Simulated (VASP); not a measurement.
# CdO (Fm-3m) in VASP: further runs

The runs below take CdO through relaxation of cell and atoms, with PBE+D3(BJ).

All numbers are computed with VASP 6.6.1; they aren't measurements. Logs are shortened: lines on timing, memory, paths and dates and some standing lists are left out, and cuts for length are marked.

**1. The crystal as given**

Symmetry: Fm-3m, No. 225, cubic system. Conventional cell: a = 4.699 Å, b = 4.699 Å, c = 4.699 Å, α = 90.00°, β = 90.00°, γ = 90.00°. Cd (site symmetry m-3m) has 6 O at 2.35 Å as nearest neighbours. Around O (site symmetry m-3m) lie 6 Cd at 2.35 Å.

**2. Relaxation of cell and atoms, PBE+D3(BJ)**

The input, INCAR:

```
ALGO = Fast
EDIFF = 1E-7
EDIFFG = -0.002
ENCUT = 520
GGA = PE
IBRION = 2
ISIF = 3
ISMEAR = 0
IVDW = 12
LASPH = T
LCHARG = F
LREAL = F
LWAVE = F
NELM = 80
NSW = 80
PREC = Accurate
SIGMA = 0.02
```

The input, KPOINTS:

```
k-points
0
Gamma
  12 12 12
```

The input, POSCAR:

```
CdO
1.0
    0.0000000000      2.3495000000      2.3495000000
    2.3495000000      0.0000000000      2.3495000000
    2.3495000000      2.3495000000      0.0000000000
Cd O
1 1
Direct
    0.0000000000      0.0000000000      0.0000000000
    0.5000000000      0.5000000000      0.5000000000
```

Potentials or basis: VASP PAW PBE potentials, release 64 (Cd, O).

Run with:

```
$ cat potpaw_PBE.64/Cd/POTCAR potpaw_PBE.64/O/POTCAR > POTCAR
$ mpirun -np 1 vasp_std > vasp.out
```

OUTCAR:

```text
EDIFF = 1E-7
   EDIFFG = -0.002
   ENCUT = 520
   GGA = PE
   IBRION = 2
   ISIF = 3
   ISMEAR = 0
   IVDW = 12
   LASPH = T
   LREAL = F
   NELM = 80
   NSW = 80
   PREC = Accurate
 IVDW          = 12

 ion  position               nearest neighbor table
   1  0.000  0.000  0.000-   2 2.35   2 2.35   2 2.35   2 2.35   2 2.35   2 2.35
   2  0.500  0.500  0.500-   1 2.35   1 2.35   1 2.35   1 2.35   1 2.35   1 2.35

  LATTYP: Found a face centered cubic cell.
 ALAT       =     4.6990000000

  Lattice vectors:

 A1 = (   0.0000000000,   2.3495000000,   2.3495000000)
 A2 = (   2.3495000000,   0.0000000000,   2.3495000000)
 A3 = (   2.3495000000,   2.3495000000,   0.0000000000)

Analysis of symmetry for initial positions (statically):
=====================================================================
 Subroutine PRICEL returns:
 Original cell was already a primitive cell.

 Routine SETGRP: Setting up the symmetry group for a
 face centered cubic supercell.

 Subroutine GETGRP returns: Found 48 space group operations
 (whereof 48 operations were pure point group operations)
 out of a pool of 48 trial point group operations.

The static configuration has the point symmetry O_h .

Analysis of symmetry for dynamics (positions and initial velocities):
=====================================================================
 Subroutine PRICEL returns:
 Original cell was already a primitive cell.

 Routine SETGRP: Setting up the symmetry group for a
 face centered cubic supercell.

 Subroutine GETGRP returns: Found 48 space group operations
 (whereof 48 operations were pure point group operations)
 out of a pool of 48 trial point group operations.

The dynamic configuration has the point symmetry O_h .

 Subroutine INISYM returns: Found 48 space group operations
 (whereof 48 operations are pure point group operations),
 and found     1 'primitive' translations

----------------------------------------------------------------------------------------

                                     Primitive cell

  volume of cell :      25.9392

  direct lattice vectors                    reciprocal lattice vectors
     0.000000000  2.349500000  2.349500000    -0.212811236  0.212811236  0.212811236
     2.349500000  0.000000000  2.349500000     0.212811236 -0.212811236  0.212811236
     2.349500000  2.349500000  0.000000000     0.212811236  0.212811236 -0.212811236

  length of vectors
     3.322694765  3.322694765  3.322694765     0.368599874  0.368599874  0.368599874

  position of ions in fractional coordinates (direct lattice)
     0.000000000  0.000000000  0.000000000
     0.500000000  0.500000000  0.500000000

  ion indices of the primitive-cell ions
   primitive index   ion index
                 1           1
                 2           2

[... 76 lines left out ...]
   NFREE  =      1    steps in history (QN), initial steepest desc. (CG)
   ISIF   =      3    stress and relaxation
   ISYM   =      2    0-nonsym 1-usesym 2-fastsym
   POTIM  = 0.5000    time-step for ionic-motion
   TEBEG  =    0.0;   TEEND  =   0.0 temperature during run
   PSTRESS=    0.0 pullay stress
   NELECT =      18.0000    total number of electrons
   NUPDOWN=      -1.0000    fix difference up-down
   EMIN   =  10.00;   EMAX   =-10.00  energy-range for DOS
   EFERMI =   0.00;   METHOD = LEGACY
   ISMEAR =     0;   SIGMA  =   0.02  broadening in eV -4-tet -1-fermi 0-gaus
   EFERMI_NEDOS =   21; number of points for ismear=-14 and -15
   IALGO  =     68    algorithm
   IMIX   =      4    mixing-type and parameters
     AMIX     =   0.40;   BMIX     =  1.00
     AMIX_MAG =   1.60;   BMIX_MAG =  1.00
  volume/ion in A,a.u.               =      12.97        87.52
  Fermi-wavevector in a.u.,A,eV,Ry     =   1.449373  2.738918 28.581522  2.100683
  Thomas-Fermi vector in A             =   2.567107
   LORBIT       =      0    0 simple, 1 ext, 2 COOP (PROOUT), +10 PAW based schemes
   GGA     = PE    functional components
   LHFCALC =     F    Hartree Fock is set to
   AEXX    =    0.0000 exact exchange contribution
   IVDW    =    12    specifies the selected vdW correction
   LEPSILON=     F    determine dielectric tensor
   LRPA    =     F    only Hartree local field effects (RPA)
 conjugate gradient relaxation of ions
 non-spin polarized calculation
 RMM-DIIS sequential band-by-band and
 Gauss-broadening in eV      SIGMA  =   0.02
  energy-cutoff  :      520.00
  volume of cell :       25.94
 maximum number of plane-waves:       725
 NGX is ok and might be reduce to    28
   NGX = 13   NGY = 13   NGZ = 13

--------------------------------------- Ionic step        1  -------------------------------------------

 number of electron      18.0000002 magnetization

 Free energy of the ion-electron system (eV)
  ---------------------------------------------------
  ext. energy  EPLUGINS =         0.00000000
  ---------------------------------------------------
  free energy    TOTEN  =        -7.69618116 eV

  energy without entropy =       -7.69615340  energy(sigma->0) =       -7.69616728

------------------------ aborting loop because EDIFF is reached ----------------------------------------

 Edisp (eV)   -0.58788

 E8    (eV) :    -0.2360
[... 71 lines left out ...]
--------------------------------------- Ionic step        3  -------------------------------------------

 number of electron      17.9999996 magnetization

 Free energy of the ion-electron system (eV)
  ---------------------------------------------------
  ext. energy  EPLUGINS =         0.00000000
  ---------------------------------------------------
  free energy    TOTEN  =        -7.72063219 eV

  energy without entropy =       -7.72060418  energy(sigma->0) =       -7.72061819

 E-fermi :   1.8010     XC(G=0): -11.5448

 val. band max:        1.7845042433   @ k =   0.5000   0.0000   0.0000
 cond. band min:       2.1302020730   @ k =   0.0833   0.0000   0.0000
 fundamental gap:      0.3456978297
 Fermi energy:         1.8010311061

 k-point     1 :       0.0000    0.0000    0.0000
  band No.  band energies     occupation
      1     -15.3842      2.00000
      2      -4.8736      2.00000
      3      -4.8736      2.00000
      4      -4.8736      2.00000
      5      -4.5848      2.00000
      6      -4.5848      2.00000
      7       0.5572      2.00000
      8       0.5572      2.00000
      9       0.5572      2.00000
     10       1.3051      2.00000
     11      16.7332      0.00000
     12      18.6289      0.00000
     13      18.6289      0.00000
[... 354 lines left out ...]
  band No.  band energies     occupation
      1     -14.6567      2.00000
      2      -5.5179      2.00000
      3      -5.2793      2.00000
      4      -5.1879      2.00000
      5      -4.3796      2.00000
      6      -4.3558      2.00000
      7      -1.8414      2.00000
      8       0.6397      2.00000
      9       1.5478      2.00000
     10       7.4154      0.00000
     11       8.5970      0.00000
     12      11.9994      0.00000
     13      13.9572      0.00000

 [... further k-points ...]

------------------------ aborting loop because EDIFF is reached ----------------------------------------

 Edisp (eV)   -0.57212

 E8    (eV) :    -0.2298
[... 25 lines left out ...]
  FREE ENERGIE OF THE ION-ELECTRON SYSTEM (eV)
  ---------------------------------------------------
  free  energy   TOTEN  =        -8.2927513266 eV

  energy  without entropy=       -8.2927233234  energy(sigma->0) =       -8.29273732

 reached required accuracy - stopping structural energy minimisation
```

OSZICAR:

```text
N       E                     dE             d eps       ncg     rms          rms(c)
DAV:   1     0.117728751230E+03    0.11773E+03   -0.10871E+04  1992   0.143E+03
[... 26 lines left out ...]
DAV:   1    -0.778332802481E+01   -0.56056E-01   -0.13379E+00  1912   0.167E+01    0.178E+00
RMM:   2    -0.772632269744E+01    0.57005E-01   -0.13530E-01  1872   0.453E+00    0.615E-01
RMM:   3    -0.772133113466E+01    0.49916E-02   -0.13397E-02  1872   0.118E+00    0.472E-01
RMM:   4    -0.772071979568E+01    0.61134E-03   -0.10143E-03  1872   0.277E-01    0.252E-01
RMM:   5    -0.772063140065E+01    0.88395E-04   -0.17190E-04  1872   0.170E-01    0.270E-02
RMM:   6    -0.772063017101E+01    0.12296E-05   -0.19531E-05  1871   0.513E-02    0.136E-02
RMM:   7    -0.772063221929E+01   -0.20483E-05   -0.32198E-06  1872   0.234E-02    0.315E-03
RMM:   8    -0.772063218705E+01    0.32241E-07   -0.32875E-07  1409   0.578E-03
   3 F= -.82927513E+01 E0= -.82927373E+01  d E =-.869261E-02
```

CONTCAR:

```text
CdO
   1.00000000000000
     0.0000000000000000    2.3710196650533470    2.3710196650533470
     2.3710196650533470   -0.0000000000000000    2.3710196650533470
     2.3710196650533470    2.3710196650533470   -0.0000000000000000
  Cd              O
     1     1
Direct
     0.0000000000000000    0.0000000000000000    0.0000000000000000
     0.5000000000000000    0.5000000000000000    0.5000000000000000

  0.00000000E+00  0.00000000E+00  0.00000000E+00
  0.00000000E+00  0.00000000E+00  0.00000000E+00
```

It took 42 s on 1 thread of Intel Xeon Platinum 8488C (Sapphire Rapids), shared host; peak memory 0.18 GiB.

Results:

- Free energy: -8.2928 eV
- Relaxed volume: 13.33 Å³/atom
- Relaxed cell: a = 3.353 Å, b = 3.353 Å, c = 3.353 Å, α = 60.00°, β = 60.00°, γ = 60.00°
- Space group after relaxing (to 0.05 Å): Fm-3m (No. 225)
- Energy gained by relaxing: 4.3 meV/atom
- Ionic steps: 3
- Pressure after relaxing: 0.0 GPa
- Band gap on the k mesh: none (metal or under the smearing width)
- Dispersion energy per atom: -0.286 eV

The path:
| step | energy change (eV) | largest force (eV/Å) | pressure (GPa) | volume (Å³) |
| --- | --- | --- | --- | --- |
| 1 | 0.0000 | 0.0000 | 3.99 | 25.94 |
| 2 | -0.0047 | 0.0000 | -2.48 | 27.17 |
| 3 | -0.0087 | 0.0000 | 0.01 | 26.66 |

Final structure:
```
Cd O
1.0
     0.00000    2.37102    2.37102
     2.37102    0.00000    2.37102
     2.37102    2.37102    0.00000
Cd O
1 1
Direct
  0.00000 0.00000 0.00000
  0.50000 0.50000 0.50000
```

Caveat: pairwise dispersion overbinds metals, which lowers pressure and volume; this crystal is a semiconductor, whose small gap the functional closes, so the metal is an error of the method. Zero-point motion and thermal expansion aren't in these numbers.

**3. Relaxation of cell and atoms, PBE+D3(BJ)**

This run uses another cell than the first one, of 13.33 Å³/atom, 1.028 times its volume.

INCAR is that of step 2.

KPOINTS is that of step 2.

The input, POSCAR:

```
CdO                                     
1.0
    0.0000000000      2.3710196651      2.3710196651
    2.3710196651     -0.0000000000      2.3710196651
    2.3710196651      2.3710196651     -0.0000000000
  Cd              O             
     1     1
Direct
     0.0000000000000000    0.0000000000000000    0.0000000000000000
     0.5000000000000000    0.5000000000000000    0.5000000000000000
```

Potentials or basis: VASP PAW PBE potentials, release 64 (Cd, O).

Run with:

```
$ cat potpaw_PBE.64/Cd/POTCAR potpaw_PBE.64/O/POTCAR > POTCAR
$ mpirun -np 1 vasp_std > vasp.out
```

OUTCAR:

```text
EDIFF = 1E-7
   EDIFFG = -0.002
   ENCUT = 520
   GGA = PE
   IBRION = 2
   ISIF = 3
   ISMEAR = 0
   IVDW = 12
   LASPH = T
   LREAL = F
   NELM = 80
   NSW = 80
   PREC = Accurate
 IVDW          = 12

 ion  position               nearest neighbor table
   1  0.000  0.000  0.000-   2 2.37   2 2.37   2 2.37   2 2.37   2 2.37   2 2.37
   2  0.500  0.500  0.500-   1 2.37   1 2.37   1 2.37   1 2.37   1 2.37   1 2.37

  LATTYP: Found a face centered cubic cell.
 ALAT       =     4.7420393302

  Lattice vectors:

 A1 = (   0.0000000000,   2.3710196651,   2.3710196651)
 A2 = (   2.3710196651,   0.0000000000,   2.3710196651)
 A3 = (   2.3710196651,   2.3710196651,   0.0000000000)

Analysis of symmetry for initial positions (statically):
=====================================================================
 Subroutine PRICEL returns:
 Original cell was already a primitive cell.

 Routine SETGRP: Setting up the symmetry group for a
 face centered cubic supercell.

 Subroutine GETGRP returns: Found 48 space group operations
 (whereof 48 operations were pure point group operations)
 out of a pool of 48 trial point group operations.

The static configuration has the point symmetry O_h .

Analysis of symmetry for dynamics (positions and initial velocities):
=====================================================================
 Subroutine PRICEL returns:
 Original cell was already a primitive cell.

 Routine SETGRP: Setting up the symmetry group for a
 face centered cubic supercell.

 Subroutine GETGRP returns: Found 48 space group operations
 (whereof 48 operations were pure point group operations)
 out of a pool of 48 trial point group operations.

The dynamic configuration has the point symmetry O_h .

 Subroutine INISYM returns: Found 48 space group operations
 (whereof 48 operations are pure point group operations),
 and found     1 'primitive' translations

----------------------------------------------------------------------------------------

                                     Primitive cell

  volume of cell :      26.6585

  direct lattice vectors                    reciprocal lattice vectors
     0.000000000  2.371019665  2.371019665    -0.210879736  0.210879736  0.210879736
     2.371019665  0.000000000  2.371019665     0.210879736 -0.210879736  0.210879736
     2.371019665  2.371019665  0.000000000     0.210879736  0.210879736 -0.210879736
[... 108 lines left out ...]
   LORBIT       =      0    0 simple, 1 ext, 2 COOP (PROOUT), +10 PAW based schemes
   GGA     = PE    functional components
   LHFCALC =     F    Hartree Fock is set to
   AEXX    =    0.0000 exact exchange contribution
   IVDW    =    12    specifies the selected vdW correction
   LEPSILON=     F    determine dielectric tensor
   LRPA    =     F    only Hartree local field effects (RPA)
 conjugate gradient relaxation of ions
 non-spin polarized calculation
 RMM-DIIS sequential band-by-band and
 Gauss-broadening in eV      SIGMA  =   0.02
  energy-cutoff  :      520.00
  volume of cell :       26.66
 maximum number of plane-waves:       745
 NGX is ok and might be reduce to    28
   NGX = 13   NGY = 13   NGZ = 13

--------------------------------------- Ionic step        1  -------------------------------------------

 number of electron      17.9999996 magnetization

 Free energy of the ion-electron system (eV)
  ---------------------------------------------------
  ext. energy  EPLUGINS =         0.00000000
  ---------------------------------------------------
  free energy    TOTEN  =        -7.72129484 eV

  energy without entropy =       -7.72126684  energy(sigma->0) =       -7.72128084

------------------------ aborting loop because EDIFF is reached ----------------------------------------

 Edisp (eV)   -0.57212

 E8    (eV) :    -0.2298
[... 71 lines left out ...]
--------------------------------------- Ionic step        3  -------------------------------------------

 number of electron      17.9999996 magnetization

 Free energy of the ion-electron system (eV)
  ---------------------------------------------------
  ext. energy  EPLUGINS =         0.00000000
  ---------------------------------------------------
  free energy    TOTEN  =        -7.72138133 eV

  energy without entropy =       -7.72135333  energy(sigma->0) =       -7.72136733

 E-fermi :   1.7997     XC(G=0): -11.5440

 val. band max:        1.7831355292   @ k =   0.5000   0.0000   0.0000
 cond. band min:       2.1285385902   @ k =   0.0833   0.0000   0.0000
 fundamental gap:      0.3454030609
 Fermi energy:         1.7996629790

 k-point     1 :       0.0000    0.0000    0.0000
  band No.  band energies     occupation
      1     -15.3844      2.00000
      2      -4.8748      2.00000
      3      -4.8748      2.00000
      4      -4.8748      2.00000
      5      -4.5861      2.00000
      6      -4.5861      2.00000
      7       0.5564      2.00000
      8       0.5564      2.00000
      9       0.5564      2.00000
     10       1.3034      2.00000
     11      16.7315      0.00000
     12      18.6264      0.00000
     13      18.6264      0.00000
[... 354 lines left out ...]
  band No.  band energies     occupation
      1     -14.6575      2.00000
      2      -5.5187      2.00000
      3      -5.2803      2.00000
      4      -5.1889      2.00000
      5      -4.3809      2.00000
      6      -4.3572      2.00000
      7      -1.8423      2.00000
      8       0.6386      2.00000
      9       1.5465      2.00000
     10       7.4136      0.00000
     11       8.5946      0.00000
     12      11.9973      0.00000
     13      13.9547      0.00000

 [... further k-points ...]

------------------------ aborting loop because EDIFF is reached ----------------------------------------

 Edisp (eV)   -0.57203

 E8    (eV) :    -0.2298
[... 25 lines left out ...]
  FREE ENERGIE OF THE ION-ELECTRON SYSTEM (eV)
  ---------------------------------------------------
  free  energy   TOTEN  =        -8.2934142642 eV

  energy  without entropy=       -8.2933862588  energy(sigma->0) =       -8.29340026

 reached required accuracy - stopping structural energy minimisation
```

Run time: 34 s. Hardware: 1 thread of Intel Xeon Platinum 8488C (Sapphire Rapids), shared host; peak memory 0.18 GiB.

What came out:

- Free energy: -8.2934 eV
- Relaxed volume: 13.33 Å³/atom
- Relaxed cell: a = 3.353 Å, b = 3.353 Å, c = 3.353 Å, α = 60.00°, β = 60.00°, γ = 60.00°
- Space group after relaxing (to 0.05 Å): Fm-3m (No. 225)
- Energy gained by relaxing: 0.0 meV/atom
- Ionic steps: 3
- Pressure after relaxing: 0.0 GPa
- Band gap on the k mesh: none (metal or under the smearing width)
- Dispersion energy per atom: -0.286 eV

Final structure:
```
CELL_PARAMETERS angstrom
0.00000 2.37114 2.37114
2.37114 0.00000 2.37114
2.37114 2.37114 0.00000
ATOMIC_POSITIONS crystal
Cd 0.00000 0.00000 0.00000
O 0.50000 0.50000 0.50000
```

Levels at points of the mesh, in eV from the Fermi level:
| k point | band 5 | band 6 | band 7 | band 8 | band 9 | band 10 | band 11 | band 12 | band 13 |
| --- | --- | --- | --- | --- | --- | --- | --- | --- | --- |
| (0.00, 0.00, 0.00) | -6.39 | -6.39 | -1.24 | -1.24 | -1.24 | -0.50 | 14.93 | 16.83 | 16.83 |
| (0.50, 0.00, 0.00) | -6.16 | -6.16 | -3.76 | -0.02 | -0.02 | 4.42 | 7.11 | 11.80 | 11.80 |
| (0.50, 0.50, 0.00) | -6.03 | -5.75 | -4.15 | -2.19 | -2.19 | 3.76 | 8.42 | 11.11 | 13.11 |

Caveat: pairwise dispersion overbinds metals, which lowers pressure and volume; this crystal is a semiconductor, whose small gap the functional closes, so the metal is an error of the method.
